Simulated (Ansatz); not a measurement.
Runs of Ansatz 0.2.0 on CaO. Symmetry: Fm-3m, No. 225, cubic system. Conventional cell: a = 4.807 Å, b = 4.807 Å, c = 4.807 Å, α = 90.00°, β = 90.00°, γ = 90.00°. Ca (site symmetry m-3m) is surrounded by 6 O at 2.40 Å. O (site symmetry m-3m) is surrounded by 6 Ca at 2.40 Å. The cell is a database's computed one.

```csv
task,level,cell,cutoff (eV),gap on the mesh (eV),pressure (GPa),relaxed volume (Å³/atom)
relaxation of cell and atoms,PBEsol+D3(BJ),relaxed,-,3.52,0.0,13.16
band structure,LDA,as given,245,3.48,(a),-
relaxation of cell and atoms,RPBE,relaxed,-,(b),0.0,14.62
relaxation of cell and atoms,revPBE+D3(BJ),relaxed,-,(c),0.0,13.67
```

Alike in all rows: potentials or basis all-electron LAPW, scalar-relativistic; no spin polarisation; k mesh 10 × 10 × 10; smearing fermi-dirac 0.05 eV; basis error allowed 0.001 eV/atom.

**Question.** Estimate the missing entries.

**Answer.** (a) -7.0; (b) 3.76; (c) 3.73.

A k mesh can miss the band edges.

Runs at the PBE level aren't shown here.
